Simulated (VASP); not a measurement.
# SiO2 (Stishovite) (P4_2/mnm) in VASP: notebook

Runs on SiO2 (Stishovite). Level: PBE. Tasks: relaxation of shape and atoms at fixed volume.

Program: VASP 6.6.1. These are calculated values, not measurements. Logs are shortened: lines on timing, memory, paths and dates and some standing lists are left out, and cuts for length are marked.

### 1 Starting point

It takes space group P4_2/mnm (No. 136, tetragonal). The conventional cell has a = 4.214 Å, b = 4.214 Å, c = 2.699 Å, α = 90.00°, β = 90.00°, γ = 90.00°. Si (site symmetry mmm) is surrounded by 6 O at 1.78 to 1.82 Å. O (site symmetry m2m) has 3 Si at 1.78 to 1.82 Å as nearest neighbours.

### 2 Relaxation of shape and atoms at fixed volume, PBE

File INCAR:

```
SYSTEM = SiO2
PREC     = Accurate       ! precision mode
ENCUT    = 300            ! plane-wave cutoff, eV
EDIFF    = 1E-7           ! SCF threshold, eV
ISMEAR   = 0              ! smearing method
SIGMA    = 0.03           ! smearing width, eV
LREAL    = .FALSE.        ! projectors in reciprocal space
LASPH    = .TRUE.         ! aspherical terms in the spheres
NELM     = 80             ! most SCF steps
ALGO     = Normal         ! electronic algorithm
ISIF     = 4              ! what is computed and relaxed
LWAVE    = .FALSE.        ! write WAVECAR
LCHARG   = .FALSE.        ! write CHGCAR
GGA      = PE             ! functional
IBRION   = 2              ! ionic algorithm
NSW      = 40             ! ionic steps
EDIFFG   = -0.01          ! ionic threshold
KPAR     = 2
```

File KPOINTS:

```
Automatic mesh
0
G
  4 4 5
  0 0 0
```

File POSCAR:

```
SiO2                                    
1.0
    4.2136204317     -0.0000000000      0.0000000000
    0.0000000000      4.2136204317      0.0000000000
    0.0000000000      0.0000000000      2.6994536377
  Si              O             
     2     4
Direct
     0.0000000000000000    0.0000000000000000    1.0000000000000000
     0.5000000000000000    0.5000000000000000    0.5000000000000000
     0.3059644418647156    0.3059644418647156    1.0000000000000000
     0.1940355581352844    0.8059644418647156    0.5000000000000000
     0.6940355581352844    0.6940355581352844    0.0000000000000000
     0.8059644418647156    0.1940355581352844    0.5000000000000000
```

Potentials or basis: VASP PAW PBE potentials, release 64 (Si, O_s).

Command:

```sh
cat potpaw_PBE.64/Si/POTCAR potpaw_PBE.64/O_s/POTCAR > POTCAR
mpirun -np 2 vasp_std > vasp.out
```

OUTCAR:

```text
SYSTEM = SiO2
   PREC = Accurate
   ENCUT = 300
   EDIFF = 1E-7
   ISMEAR = 0
   LREAL = .FALSE.
   LASPH = .TRUE.
   NELM = 80
   ISIF = 4
   GGA = PE
   IBRION = 2
   NSW = 40
   EDIFFG = -0.01

 ion  position               nearest neighbor table
   1  0.000  0.000  0.000-   4 1.78   6 1.78   4 1.78   6 1.78   5 1.82   3 1.82
   2  0.500  0.500  0.500-   3 1.78   5 1.78   3 1.78   5 1.78   4 1.82   6 1.82
   3  0.306  0.306  0.000-   2 1.78   2 1.78   1 1.82
   4  0.194  0.806  0.500-   1 1.78   1 1.78   2 1.82
   5  0.694  0.694  0.000-   2 1.78   2 1.78   1 1.82
   6  0.806  0.194  0.500-   1 1.78   1 1.78   2 1.82

  LATTYP: Found a simple tetragonal cell.
 ALAT       =     4.2136204317
 C/A-ratio  =     0.6406494561

  Lattice vectors:

 A1 = (   4.2136204317,   0.0000000000,   0.0000000000)
 A2 = (   0.0000000000,   4.2136204317,   0.0000000000)
 A3 = (   0.0000000000,   0.0000000000,   2.6994536377)

Analysis of symmetry for initial positions (statically):
=====================================================================
 Subroutine PRICEL returns:
 Original cell was already a primitive cell.

 Routine SETGRP: Setting up the symmetry group for a
 simple tetragonal supercell.

 Subroutine GETGRP returns: Found 16 space group operations
 (whereof  8 operations were pure point group operations)
 out of a pool of 16 trial point group operations.

The static configuration has the point symmetry D_2h.
 The point group associated with its full space group is D_4h.

Analysis of symmetry for dynamics (positions and initial velocities):
=====================================================================
 Subroutine PRICEL returns:
 Original cell was already a primitive cell.

 Routine SETGRP: Setting up the symmetry group for a
 simple tetragonal supercell.

 Subroutine GETGRP returns: Found 16 space group operations
 (whereof  8 operations were pure point group operations)
 out of a pool of 16 trial point group operations.

The dynamic configuration has the point symmetry D_2h.
 The point group associated with its full space group is D_4h.

 Subroutine INISYM returns: Found 16 space group operations
 (whereof  8 operations are pure point group operations),
 and found     1 'primitive' translations

----------------------------------------------------------------------------------------

                                     Primitive cell

  volume of cell :      47.9277

  direct lattice vectors                    reciprocal lattice vectors
     4.213620432  0.000000000  0.000000000     0.237325601  0.000000000  0.000000000
     0.000000000  4.213620432  0.000000000     0.000000000  0.237325601  0.000000000
     0.000000000  0.000000000  2.699453638     0.000000000  0.000000000  0.370445332

  length of vectors
     4.213620432  4.213620432  2.699453638     0.237325601  0.237325601  0.370445332

  position of ions in fractional coordinates (direct lattice)
     0.000000000  0.000000000  0.000000000
     0.500000000  0.500000000  0.500000000
     0.305964442  0.305964442  0.000000000
     0.194035558  0.805964442  0.500000000
     0.694035558  0.694035558  0.000000000
     0.805964442  0.194035558  0.500000000

  ion indices of the primitive-cell ions
   primitive index   ion index
                 1           1
                 2           2
                 3           3
                 4           4
                 5           5
                 6           6

----------------------------------------------------------------------------------------

 KPOINTS: Automatic mesh

Automatic generation of k-mesh.
 Grid dimensions read from file:
 generate k-points for:    4    4    5

 Generating k-lattice:

  Cartesian coordinates                     Fractional coordinates (reciprocal lattice)
     0.059331400  0.000000000  0.000000000     0.250000000  0.000000000  0.000000000
     0.000000000  0.059331400  0.000000000     0.000000000  0.250000000  0.000000000
     0.000000000  0.000000000  0.074089066     0.000000000  0.000000000  0.200000000

  Length of vectors
     0.059331400  0.059331400  0.074089066

  Shift w.r.t. Gamma in fractional coordinates (k-lattice)
     0.000000000  0.000000000  0.000000000

 Subroutine IBZKPT returns following result:
 ===========================================

 Found     18 irreducible k-points:

 Following reciprocal coordinates:
            Coordinates               Weight
  0.000000  0.000000  0.000000      1.000000
  0.250000  0.000000  0.000000      4.000000
  0.500000  0.000000  0.000000      2.000000
  0.250000  0.250000  0.000000      4.000000
  0.500000  0.250000  0.000000      4.000000
  0.500000  0.500000  0.000000      1.000000
[... 10 lines left out ...]
  0.500000  0.250000  0.400000      8.000000
  0.500000  0.500000  0.400000      2.000000
   k-points           NKPTS =     18   k-points in BZ     NKDIM =     18   number of bands    NBANDS=     20
   number of dos      NEDOS =    301   number of ions     NIONS =      6
   total plane-waves  NPLWV =   9216
   dimension x,y,z NGX =    24 NGY =   24 NGZ =   16
   dimension x,y,z NGXF=    48 NGYF=   48 NGZF=   32
   ions per type =               2   4
   NGX,Y,Z   is equivalent  to a cutoff of   9.47,  9.47,  9.85 a.u.
   NGXF,Y,Z  is equivalent  to a cutoff of  18.94, 18.94, 19.71 a.u.
 SYSTEM =  SiO2
   PREC   = accura    normal or accurate (medium, high low for compatibility)
   ISTART =      0    job   : 0-new  1-cont  2-samecut
   ICHARG =      2    charge: 1-file 2-atom 10-const
   ISPIN  =      1    spin polarized calculation?
   LNONCOLLINEAR =      F non collinear calculations
   LSORBIT =      F    spin-orbit coupling
   LASPH  =      T    aspherical Exc in radial PAW
   ENCUT  =  300.0 eV  22.05 Ry    4.70 a.u.   5.95  5.95  3.81*2*pi/ulx,y,z
   NELM   =     80;   NELMIN=  2; NELMDL= -5     # of ELM steps
   EDIFF  = 0.1E-06   stopping-criterion for ELM
   LREAL  =      F    real-space projection
   EDIFFG = -.1E-01   stopping-criterion for IOM
   NSW    =     40    number of steps for IOM
   IBRION =      2    ionic relax: 0-MD 1-quasi-New 2-CG
   NFREE  =      1    steps in history (QN), initial steepest desc. (CG)
   ISIF   =      4    stress and relaxation
   ISYM   =      2    0-nonsym 1-usesym 2-fastsym
   POTIM  = 0.5000    time-step for ionic-motion
   TEBEG  =    0.0;   TEEND  =   0.0 temperature during run
   PSTRESS=    0.0 pullay stress
   NELECT =      32.0000    total number of electrons
   NUPDOWN=      -1.0000    fix difference up-down
   EMIN   =  10.00;   EMAX   =-10.00  energy-range for DOS
   EFERMI =   0.00;   METHOD = LEGACY
   ISMEAR =     0;   SIGMA  =   0.03  broadening in eV -4-tet -1-fermi 0-gaus
   EFERMI_NEDOS =   21; number of points for ismear=-14 and -15
   IALGO  =     38    algorithm
   IMIX   =      4    mixing-type and parameters
     AMIX     =   0.40;   BMIX     =  1.00
     AMIX_MAG =   1.60;   BMIX_MAG =  1.00
  volume/ion in A,a.u.               =       7.99        53.91
  Fermi-wavevector in a.u.,A,eV,Ry     =   1.430856  2.703926 27.855872  2.047349
  Thomas-Fermi vector in A             =   2.550656
   LORBIT       =      0    0 simple, 1 ext, 2 COOP (PROOUT), +10 PAW based schemes
   GGA     = PE    functional components
   LHFCALC =     F    Hartree Fock is set to
   AEXX    =    0.0000 exact exchange contribution
   IVDW    =     0    specifies the selected vdW correction
   LEPSILON=     F    determine dielectric tensor
   LRPA    =     F    only Hartree local field effects (RPA)
 conjugate gradient relaxation of ions
 non-spin polarized calculation
 Gauss-broadening in eV      SIGMA  =   0.03
  energy-cutoff  :      300.00
  volume of cell :       47.93
 maximum number of plane-waves:       584
 NGX is ok and might be reduce to    24
   NGX = 11   NGY = 11   NGZ =  7

 number of electron      32.0000029 magnetization

 Free energy of the ion-electron system (eV)
  ---------------------------------------------------
  ext. energy  EPLUGINS =         0.00000000
  ---------------------------------------------------
  free energy    TOTEN  =       -46.19843312 eV

  energy without entropy =      -46.19843312  energy(sigma->0) =      -46.19843312

 E-fermi :   8.5028     XC(G=0): -12.1341

 val. band max:        8.3499003890   @ k =   0.0000   0.0000   0.0000
 cond. band min:      13.4035287193   @ k =   0.0000   0.0000   0.0000
 fundamental gap:      5.0536283303
 Fermi energy:         8.5027551911

 k-point     1 :       0.0000    0.0000    0.0000
  band No.  band energies     occupation
      1     -13.9507      2.00000
      2     -10.4457      2.00000
      3     -10.4457      2.00000
      4     -10.2204      2.00000
      5      -2.3915      2.00000
      6       2.0556      2.00000
[... 12 lines left out ...]
     19      16.5532      0.00000
     20      16.5532      0.00000

 k-point     2 :       0.2500    0.0000    0.0000
  band No.  band energies     occupation
      1     -13.6349      2.00000
      2     -11.5039      2.00000
      3     -10.2929      2.00000
      4      -9.8020      2.00000
      5      -1.9474      2.00000
      6       0.7678      2.00000
[... 12 lines left out ...]
     19      16.7106      0.00000
     20      16.7925      0.00000

 k-point     3 :       0.5000    0.0000    0.0000
  band No.  band energies     occupation
      1     -12.7491      2.00000
      2     -12.7491      2.00000
      3      -9.9535      2.00000
      4      -9.9535      2.00000
      5      -0.8100      2.00000
      6      -0.8100      2.00000
[... 12 lines left out ...]
     19      17.1601      0.00000
     20      17.1601      0.00000

 k-point     4 :       0.2500    0.2500    0.0000
  band No.  band energies     occupation
      1     -13.3419      2.00000
      2     -11.6700      2.00000
      3     -10.6207      2.00000
      4      -9.8670      2.00000
      5      -1.4156      2.00000
      6       0.8456      2.00000
[... 291 lines left out ...]
 k-point    17 :       0.5000    0.2500    0.4000
  band No.  band energies     occupation
      1     -11.2801      2.00000
      2     -11.2801      2.00000
      3      -9.9292      2.00000
      4      -9.9292      2.00000
      5      -1.5208      2.00000
      6      -1.5208      2.00000
[... 12 lines left out ...]
     19      19.0528      0.00000
     20      19.0528      0.00000

 k-point    18 :       0.5000    0.5000    0.4000
  band No.  band energies     occupation
      1     -11.1847      2.00000
      2     -11.1847      2.00000
      3      -9.9977      2.00000
      4      -9.9977      2.00000
      5      -1.9585      2.00000
      6      -1.9585      2.00000
[... 12 lines left out ...]
     19      19.3183      0.00000
     20      19.3183      0.00000

------------------------ aborting loop because EDIFF is reached ----------------------------------------

  FORCE on cell =-STRESS in cart. coord.  units (eV):
  Direction    XX          YY          ZZ          XY          YZ          ZX
  --------------------------------------------------------------------------------------
  -------------------------------------------------------------------------------------
  Total        0.0289447      0.0289447     -0.0038792     -0.0000000      0.0000000      0.0000000
  in kB        0.9675925      0.9675925     -0.1296790     -0.0000000      0.0000000      0.0000000
  external PRESSURE =       0.6018353 kB  Pullay stress =       0.0000000 kB

 VOLUME and BASIS-vectors are now :
 -----------------------------------------------------------------------------
  energy-cutoff  :      300.00
  volume of cell :       47.93
      direct lattice vectors                 reciprocal lattice vectors
     4.213620432  0.000000000  0.000000000     0.237325601  0.000000000  0.000000000
     0.000000000  4.213620432  0.000000000     0.000000000  0.237325601  0.000000000
     0.000000000  0.000000000  2.699453638     0.000000000  0.000000000  0.370445332

 POSITION                                       TOTAL-FORCE (eV/Angst)
 -----------------------------------------------------------------------------------
      0.00000      0.00000      0.00000         0.000000      0.000000      0.000000
      2.10681      2.10681      1.34973         0.000000      0.000000      0.000000
      1.28922      1.28922      0.00000        -0.000437     -0.000437      0.000000
      0.81759      3.39603      1.34973         0.000437     -0.000437      0.000000
      2.92440      2.92440      0.00000         0.000437      0.000437     -0.000000
      3.39603      0.81759      1.34973        -0.000437      0.000437      0.000000
 -----------------------------------------------------------------------------------
    total drift:                                0.000000     -0.000000      0.000000

  FREE ENERGIE OF THE ION-ELECTRON SYSTEM (eV)
  ---------------------------------------------------
  free  energy   TOTEN  =       -46.1984331199 eV

  energy  without entropy=      -46.1984331199  energy(sigma->0) =      -46.19843312

 reached required accuracy - stopping structural energy minimisation
```

Wall time 3.6 s (2 MPI ranks of Intel Xeon Platinum 8488C (Sapphire Rapids), shared host); peak memory 0.11 GiB.

The run converged, but some of its settings lie outside the range that counts as converged, so its numbers aren't taken as properties of the crystal.

What came out:

```yaml
Free_energy: -46.1984 eV
Band_gap_on_the_k_mesh: 5.05 eV, direct
```

Caveat: the k mesh is coarse (spacing up to 0.47 Å⁻¹), so the values aren't converged; the cutoff is under 1.25 times the usual one of these potentials, so pressure, stress and relaxed cells hold a basis-set (Pulay) error; the relaxation stopped at its first step, so nothing moved.

### 3 Relaxation of shape and atoms at fixed volume, PBE (a relaxed cell with its volume scaled by 1.02)

INCAR is that of step 2.

KPOINTS is that of step 2.

POSCAR, as its differences from that of step 2:

```diff
@@ -2,5 +2,5 @@
 1.0
-    4.2136204317     -0.0000000000      0.0000000000
-    0.0000000000      4.2136204317      0.0000000000
-    0.0000000000      0.0000000000      2.6994536377
+    4.2415260160     -0.0000000000      0.0000000000
+    0.0000000000      4.2415260160      0.0000000000
+    0.0000000000      0.0000000000      2.7173313351
   Si              O
```

Potentials or basis: VASP PAW PBE potentials, release 64 (Si, O_s).

Command:

```sh
cat potpaw_PBE.64/Si/POTCAR potpaw_PBE.64/O_s/POTCAR > POTCAR
mpirun -np 2 vasp_std > vasp.out
```

It took 7 s on 2 MPI ranks of Intel Xeon Platinum 8488C (Sapphire Rapids), shared host; peak memory 0.12 GiB.

The run converged, but some of its settings lie outside the range that counts as converged, so its numbers aren't taken as properties of the crystal.

Results:

| Quantity | Value |
| --- | --- |
| Free energy | -46.1962 eV |
| Energy gained by relaxing | 0.3 meV/atom |
| Ionic steps | 4 |
| Largest force after relaxing | 0.007 eV/Å |
| Band gap on the k mesh | 4.76 eV, direct |

Caveat: the k mesh is coarse (spacing up to 0.46 Å⁻¹), so the values aren't converged; the cutoff is under 1.25 times the usual one of these potentials, so pressure, stress and relaxed cells hold a basis-set (Pulay) error.

### 4 Relaxation of shape and atoms at fixed volume, PBE (a relaxed cell with its volume scaled by 1.04)

INCAR is that of step 3.

KPOINTS is that of step 3.

POSCAR, as its differences from that of step 3:

```diff
@@ -2,5 +2,5 @@
 1.0
-    4.2415260160     -0.0000000000      0.0000000000
-    0.0000000000      4.2415260160      0.0000000000
-    0.0000000000      0.0000000000      2.7173313351
+    4.2690691645     -0.0000000000      0.0000000000
+    0.0000000000      4.2690691645      0.0000000000
+    0.0000000000      0.0000000000      2.7349768382
   Si              O
```

Command:

```sh
cat potpaw_PBE.64/Si/POTCAR potpaw_PBE.64/O_s/POTCAR > POTCAR
mpirun -np 2 vasp_std > vasp.out
```

Run time: 8.5 s. Hardware: 2 MPI ranks of Intel Xeon Platinum 8488C (Sapphire Rapids), shared host; peak memory 0.12 GiB.

The run converged, but some of its settings lie outside the range that counts as converged, so its numbers aren't taken as properties of the crystal.

What came out:

```yaml
Free_energy: -46.1680 eV
Energy_gained_by_relaxing: 1.3 meV/atom
Ionic_steps: 5
Band_gap_on_the_k_mesh: 4.49 eV, direct
```

Caveat: the k mesh is coarse (spacing up to 0.46 Å⁻¹), so the values aren't converged; the cutoff is under 1.25 times the usual one of these potentials, so pressure, stress and relaxed cells hold a basis-set (Pulay) error.

### 5 Relaxation of shape and atoms at fixed volume, PBE (a relaxed cell with its volume scaled by 1.06)

INCAR is that of step 4.

KPOINTS is that of step 4.

POSCAR, as its differences from that of step 4:

```diff
@@ -2,5 +2,5 @@
 1.0
-    4.2690691645     -0.0000000000      0.0000000000
-    0.0000000000      4.2690691645      0.0000000000
-    0.0000000000      0.0000000000      2.7349768382
+    4.2962614210     -0.0000000000      0.0000000000
+    0.0000000000      4.2962614210      0.0000000000
+    0.0000000000      0.0000000000      2.7523975426
   Si              O
```

Command:

```sh
cat potpaw_PBE.64/Si/POTCAR potpaw_PBE.64/O_s/POTCAR > POTCAR
mpirun -np 2 vasp_std > vasp.out
```

Run time: 9.1 s. Hardware: 2 MPI ranks of Intel Xeon Platinum 8488C (Sapphire Rapids), shared host; peak memory 0.12 GiB.

The run converged, but some of its settings lie outside the range that counts as converged, so its numbers aren't taken as properties of the crystal.

What came out:

- Free energy: -46.1123 eV
- Energy gained by relaxing: 3.0 meV/atom
- Ionic steps: 5
- Band gap on the k mesh: 4.25 eV, direct

Caveat: the k mesh is coarse (spacing up to 0.46 Å⁻¹), so the values aren't converged; the cutoff is under 1.25 times the usual one of these potentials, so pressure, stress and relaxed cells hold a basis-set (Pulay) error.
